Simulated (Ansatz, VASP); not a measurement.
# One calculation of CdS, two programs

Contents of INCAR:

```
ALGO     = Normal         # electronic algorithm
EDIFF    = 1E-7           # SCF threshold, eV
ENCUT    = 520            # plane-wave cutoff, eV
GGA      = PE             # functional
ISIF     = 2              # what is computed and relaxed
ISMEAR   = -1             # smearing method
LASPH    = T              # aspherical terms in the spheres
LCHARG   = F              # write CHGCAR
LREAL    = F              # projectors in reciprocal space
LWAVE    = F              # write WAVECAR
NBANDS   = 16             # bands
NELM     = 100            # most SCF steps
PREC     = Accurate       # precision mode
SIGMA    = 0.05           # smearing width, eV
```

File KPOINTS:

```
k-points
0
Gamma
  7 7 5
```

POSCAR

```
CdS
1.0
    4.3447431501      0.0000000000      0.0000000000
   -2.1723715751      3.7626579410      0.0000000000
    0.0000000000      0.0000000000      5.9180091532
Cd S
1 1
Direct
    0.0000000000      0.0000000000      0.4426919200
    0.6666666667      0.3333333333      0.4343080800
```

File input.yaml:

```yaml
crystal:
  lattice:
    - [4.3447431501, 0.0, 0.0]
    - [-2.1723715751, 3.762657941, 0.0]
    - [0.0, 0.0, 5.9180091532]
  atoms:
    - { symbol: Cd, position: [0.0, 0.0, 0.44269192] }
    - { symbol: S, position: [0.6666666667, 0.3333333333, 0.43430808] }
hamiltonian:
  xc: pbe
  pseudopotentials: { kind: paw }
kpoints:
  mp_grid: { grid: [7, 7, 5] }
scf:
  occupations: { method: fermi_dirac, width: 0.05 }
output:
  forces: true
  stress: true
  eigenvalues: true
```

Change from the starting cell: volume scaled by 1.06.

Alike in both runs: task single point; functional PBE; k mesh 7 × 7 × 5; occupations fermi-dirac, width 0.05 eV; no spin polarisation.

|  | VASP | Ansatz |
| --- | --- | --- |
| version | VASP 6.6.1 | Ansatz 0.2.0 |
| potentials or method | VASP PAW PBE potentials, release 64 (Cd, S) | Ansatz PAW |
| plane-wave cutoff (eV) | 520 | 420 |
| valence electrons in the cell | 18 | 26 |

Ansatz gave:

| Item | Value |
| --- | --- |
| gap on the k mesh at the Fermi level (eV) | 1.31 |
| least direct gap on the mesh (eV) | 1.36 |
| pressure (GPa) | -1.6 |
| largest component of the traceless stress (GPa) | 1.63 |
| rms of the force components (eV/Å) | 0.010 |

Estimate VASP's values.

gap on the k mesh at the Fermi level (eV): 1.31; least direct gap on the mesh (eV): 1.36; pressure (GPa): -1.5; largest component of the traceless stress (GPa): 1.48; rms of the force components (eV/Å): 0.009.

Atom by atom the forces differ by 0.001 eV/Å (rms over components). The two sets of potentials don't hold the same shells in valence.

Caveats: an odd mesh through Γ misses points on the zone boundary, where band edges often lie (VASP); odd divisions of the mesh miss points on the zone boundary, where band edges often lie, so the gap on the mesh can be too wide (Ansatz).
